A Wannier calculation turns bands, which run through the whole crystal, into functions that each sit at one place. The columns function a, function b and function c give the centre of each function as fractions of the three cell edges. The function spread is the mean square distance from that centre, so its square root serves as a radius. Two lengths help in reading the table for ZnSe: the bond is about 2.5 Å long, and a change of 0.001 in one coordinate moves a centre by about 0.004 Å.

Wannier functions of zinc-blende ZnSe (two-atom primitive cell, geometry as given) from GPAW 26.7.0 and Wannier90 3.1.0, with PBEsol, PAW data sets, a 600 eV plane-wave cutoff and no spin–orbit coupling. The DFT run used an 8×8×8 k mesh; the Wannier step used a 5×5×5 mesh and 18 bands, with dis_froz_max = 1 and no spread minimisation (num_iter = 0).

| row | function a (fractional) | function b (fractional) | function c (fractional) | function spread (angstrom^2) |
| --- | --- | --- | --- | --- |
| 1 | 0.750 | 0.750 | 0.750 | 1.049 |
| 2 | 0.743 | 0.784 | 0.731 | 1.525 |
| 3 | 0.737 | 0.737 | 0.788 | 1.525 |
| 4 | 0.769 | 0.731 | 0.731 | 1.529 |
| 5 | 0.000 | 0.000 | 0.000 | 1.831 |
| 6 | 0.011 | -0.052 | 0.030 | 2.300 |
| 7 | 0.022 | 0.023 | -0.066 | 2.271 |
| 8 | -0.032 | 0.031 | 0.033 | 2.281 |
| 9 | 0.000 | 0.001 | -0.001 | 0.196 |
| 10 | -0.001 | 0.000 | 0.001 | 0.188 |
| 11 | 0.000 | 0.000 | 0.000 | 0.203 |
| 12 | 0.000 | -0.001 | 0.001 | 0.189 |
| 13 | 0.001 | -0.001 | -0.001 | 0.195 |

**1. Which atom does each function belong to?**

Zn lies at (0, 0, 0) and Se at (0.75, 0.75, 0.75), so rows 1 to 4 belong to Se and rows 5 to 13 to Zn. Their number, position and energy identify them as one s and three p functions on Se, then one s, three p and five 3d functions on Zn. These are the valence shells of the two atoms, together with the 4p shell of Zn, which is empty in the free atom.

**2. Which functions are large, and why?**

The radius is about 0.44 Å for the Zn 3d functions and 1.5 Å for the Zn p functions. The 3d electrons move inside the 4s and 4p shells, where the nucleus is less screened, and this keeps them close to it. Compact does not mean deep, however: in energy the 3d functions lie between the s and p functions of Se.

Between the atoms, the Zn s function has 1.7 times the spread of the Se s function, and the p functions differ by a factor of 1.5. The usual atomic argument explains the order: from Zn to Se the nuclear charge rises by four, the added electrons screen it incompletely, and the 4s and 4p shells contract. The Zn p functions come largely from empty bands, so their size also depends on how many such bands are included.

**3. Are these the bonds of ZnSe?**

They are not. The 18 valence electrons fill nine bands, whereas the table has 13 functions, so the set must include empty states as well. A bond function would also have its centre well out along a bond, and here no centre is more than 0.22 Å from an atom. The set is an atom-like basis for a tight-binding model, and its centres should not be used to count electrons or to judge how ionic the crystal is.

**4. Why do the p centres miss their atoms?**

All six p centres lie 0.11 to 0.22 Å off, yet the average of each trio falls back on its atom to within 0.01 Å. The atoms have not moved. The cause is the tetrahedral site, which has no inversion centre: the two lobes of a p function can face different surroundings and need not balance.

The size of the effect depends on where the p function points. Let its direction be the unit vector $(n_x, n_y, n_z)$ along the cubic axes. Its centre is a sum over pairs of $p_x$, $p_y$ and $p_z$, and tetrahedral symmetry keeps only the terms in which x, y and z each occur once, all with the same strength $D$:

$$\text{shift} = 2D\,(n_y n_z,\; n_z n_x,\; n_x n_y)$$

The directions of the shifts show that the p functions follow the primitive cell, not the cubic axes. One of each trio (row 3 on Se, row 7 on Zn) points along a bond, with $n = (1, 1, -1)/\sqrt{3}$. Each product is then 1/3 in size, and the shift has the length $2D/\sqrt{3}$. Another lies along a cell edge, $n = (0, 1, 1)/\sqrt{2}$, and gives the length $D$, as does the third.

The bond-line function should therefore shift $2/\sqrt{3} \approx 1.15$ times as far as its partners. The centres give 1.12 on Se and 1.21 on Zn. Rounding of the printed coordinates does not explain all of this. On Zn the gap of about five per cent is too large for it. On Se the two partners, which should shift equally, differ by about six per cent, again more than rounding allows. The computed functions obey the symmetry only approximately, a point to which the last question returns.

**5. Which way does the bond-line function lean?**

It leans away from the neighbour that it meets head-on. The centre in row 3 is 0.12 Å farther from that Zn atom than the Se nucleus is, and row 7 shows the same on Zn with 0.22 Å.

A likely reason is that Wannier functions must be orthogonal to one another. Where a lobe runs into a neighbour's functions, orthogonality removes part of the shared density, and the centre retreats towards the open side. The run doesn't isolate this step, so it remains an argument.

**6. Are there three kinds of 3d function?**

The spreads suggest it: 0.203 Å² in row 11, about 0.195 in rows 9 and 13, and about 0.188 in rows 10 and 12. A tetrahedral site, however, splits the d shell into only two sets, called t2 and e. In the tilted axes of this run only row 11 is pure t2. The t2 share is two thirds in rows 9 and 13, and one third in rows 10 and 12. Equal steps in the share should give equal steps in spread, and the two steps are indeed nearly the same.

The t2 functions are the larger ones, as expected if they overlap more with the p functions of Se. PBEsol also places the Zn 3d band too close to the Se p band, which exaggerates the mixing of the two in the bands. Since both kinds of function are in the set, that error enters a tight-binding model mainly through its energies and couplings, not through the sizes listed here.

**7. What would change with other axes, other bands or another element?**

With p functions along the cubic axes, two of the three components of $n$ are zero. Every product in the formula then vanishes, and the centres return to the atoms. The same crystal would give a different list of centres.

With only the nine filled bands and a minimised spread, the usual result is five 3d functions and four bond functions, one on each bond and closer to Se, which attracts the electrons more strongly. In silicon, where both ends of a bond are alike, the bond functions sit at the middle. That is the calculation to run when the question is about polarity.

**8. Which digits can be trusted?**

Symmetry supplies a test. Within a p trio, the spread plus the squared shift is the mean square distance from the atom, and it should be the same for all three functions. On Zn it is 2.33 Å² in row 6 but about 2.32 and 2.31 in rows 7 and 8, so the second decimal is already uncertain there. The coarse 5×5×5 mesh of the Wannier step may be to blame, or a slightly lopsided choice of bands; neither has been tested.

The absolute size of the 3d functions carries a doubt of its own. Most of a 3d function lies close to the nucleus, where the PAW method uses a smoother function plus a correction. If that correction is counted as if it sat at the nucleus itself, the spread comes out too small, and the output does not show how it was handled.

The final step that minimises the spreads was also left out, so they reflect the starting functions as well as the crystal. The broad order of sizes, with the 3d functions far smaller than the rest, is safe to use. The ratios describe this set on this mesh, and even their first decimal could change on a denser one. Before the functions go into a tight-binding model, repeat the step on a denser mesh and compare the interpolated bands with the directly calculated ones.
